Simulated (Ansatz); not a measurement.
## Hf: equation of state with LDA

Crystal: Hf.

```
Hf
1.0
     3.19670    0.00000    0.00000
    -1.59835    2.76842    0.00000
     0.00000    0.00000    5.05780
Hf
2
Direct
  0.66667 0.33333 0.75000
  0.33333 0.66667 0.25000
```

```yaml
Program: Ansatz 0.2.0
Task: equation of state
Functional: LDA
Potentials_or_basis: all-electron LAPW, scalar-relativistic
Basis_error_allowed: 0.001 eV/atom
k_mesh: 10 × 10 × 5
Occupations: fermi-dirac, width 0.05 eV
Spin: no spin polarisation
```

```json
{
 "Equilibrium volume": "20.80 Å³/atom (rough: see the caveat)",
 "Bulk modulus at fixed shape and positions": "121 GPa (rough)"
}
```

Energy against volume, from the lowest point:
```
volume (Å³/atom)  energy (meV/atom)
          21.037               0.00
          21.485               7.12
          21.933              20.51
          22.380              39.59
          22.828              63.85
          23.276              92.80
          23.723             126.03
```

All runs of the series together: 2 min on 1 thread of Arm Neoverse V2 (shared host).

Caveat: the minimum lies outside the volumes run; the cell was scaled at fixed shape and fractional positions, which overstates the stiffness of a crystal with free parameters, most of all of layers and chains. Spin-orbit coupling is left out, which matters for the levels of Hf.
